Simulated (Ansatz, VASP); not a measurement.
Two plane-wave programs on AlNi

```xyz
2
Lattice="2.7573 0.0000 0.0000 -1.3787 2.3879 0.0000 0.0000 0.0000 3.8224" Properties=species:S:1:pos:R:3 pbc="T T T"
Ni    0.0000    0.0000    0.0000
Al    0.0000    1.5919    1.9112
```

Alike in both runs: functional PBE; k mesh 14 × 14 × 12; occupations fermi-dirac, width 0.08 eV; no spin polarisation.

Ansatz relaxed the structure, and its values are those at the end. VASP's run is a single point on that final structure, the one shown.

```csv
,VASP,Ansatz
version,VASP 6.6.1,Ansatz 0.2.0
potentials or method,"VASP PAW PBE potentials, release 64 (Ni, Al)","PAW with Ansatz's default frozen-core files, scalar-relativistic"
plane-wave cutoff (eV),520,420
valence electrons in the cell,13,21
```

```tsv
	VASP	Ansatz	Ansatz less VASP
pressure (GPa)	0.1	0.0	-0.05
```

The functional is the same, so the differences come from potentials, cutoffs and numerics. The two sets of potentials don't hold the same shells in valence.

Spin polarisation is off, so any magnetic state and its effect on volume and gap are missing.
